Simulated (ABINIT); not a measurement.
Write an ASE script for ABINIT 10.8.3 (patched build) that does the following.

- Task: equation of state
- Functional: RPBE
- Dispersion: D4
- Potentials or basis: JTH PAW PBE v2.0
- Cutoff: 408 eV
- k mesh: 12 × 12 × 12
- Occupations: fermi-dirac, width 0.05 eV
- Spin: no spin polarisation
- Dispersion computed by: dftd4 4.3.1
- Fine-grid cutoff: 816.342 eV
- Exchange and correlation inside the PAW spheres: full angular mesh (pawxcdev 0, this build's default; the released program takes 1)

Crystal: W.

```
CELL_PARAMETERS angstrom
-1.58234 1.58234 1.58234
1.58234 -1.58234 1.58234
1.58234 1.58234 -1.58234
ATOMIC_POSITIONS crystal
W 0.00000 0.00000 0.00000
```

The input as run:

run.py

```python
import json, os
import numpy as np
from ase.eos import EquationOfState
from ase.units import GPa
from ase.calculators.mixing import SumCalculator
from dftd4.ase import DFTD4
from ase.calculators.abinit import Abinit, AbinitProfile
from ase import Atoms

atoms = Atoms(['W'],
              cell=[[-1.582345, 1.582345, 1.582345], [1.582345, -1.582345, 1.582345], [1.582345, 1.582345, -1.582345]],
              scaled_positions=[[0.0, 0.0, 0.0]],
              pbc=True)

profile = AbinitProfile(command='abinit', pp_paths=[os.path.abspath('pseudos')])
params = dict(
    pps='pawxml', xc='PBE',
    ecut=408.1708,
    pawecutdg=816.3416,
    kptopt=1,
    ngkpt=[12, 12, 12],
    nshiftk=1,
    shiftk=[0.0, 0.0, 0.0],
    ixc=15,
    nband=11,
    occopt=3,
    tsmear=0.05,
    nstep=100,
    tolvrs=1e-09,
    prtwf=0,
    prtden=0,
)

cell0 = atoms.cell.copy()
volumes, energies = [], []
for i, x in enumerate([0.94, 0.96, 0.98, 1.0, 1.02, 1.04, 1.06]):
    atoms.set_cell(cell0 * x ** (1 / 3), scale_atoms=True)
    atoms.calc = SumCalculator([Abinit(profile=profile, directory=f'v{i}', **params), DFTD4(method='rpbe')])
    volumes.append(atoms.get_volume() / len(atoms))
    dft, disp = atoms.calc.mixer.calcs
    energies.append((dft.get_property('free_energy', atoms) + disp.get_property('energy', atoms)) / len(atoms))
    print(f'{x:5.2f} {volumes[-1]:10.5f} A^3/atom {energies[-1]:14.6f} eV/atom', flush=True)
    json.dump(dict(volumes=volumes, energies=energies), open('results.json', 'w'))
v0, e0, b0 = EquationOfState(volumes, energies, eos='murnaghan').fit()
print(f'V0 {v0:.4f} A^3/atom  E0 {e0:.6f} eV/atom  B0 {b0 / GPa:.2f} GPa')
```

Potentials or basis: JTH PAW PBE v2.0.

Launch:

```bash
$ python run.py
```

It gave:

```
Equilibrium volume                      : 15.76 Å³/atom
Bulk modulus                            : 315 GPa
Pressure derivative of the bulk modulus : 3.3 (rough: it moves with the points fitted)
```

Caveat: the cutoff is too short for stress, so the log's stress isn't used; pressures at fixed basis lie under the slope of the energies; the log and the count of SCF iterations are those of the last ABINIT call alone; the PAW data sets were made with another functional, which shifts forces and pressure a little.

Run time: 68 s on 1 thread of Arm Neoverse V1, on a shared host, peak memory 0.11 GiB.
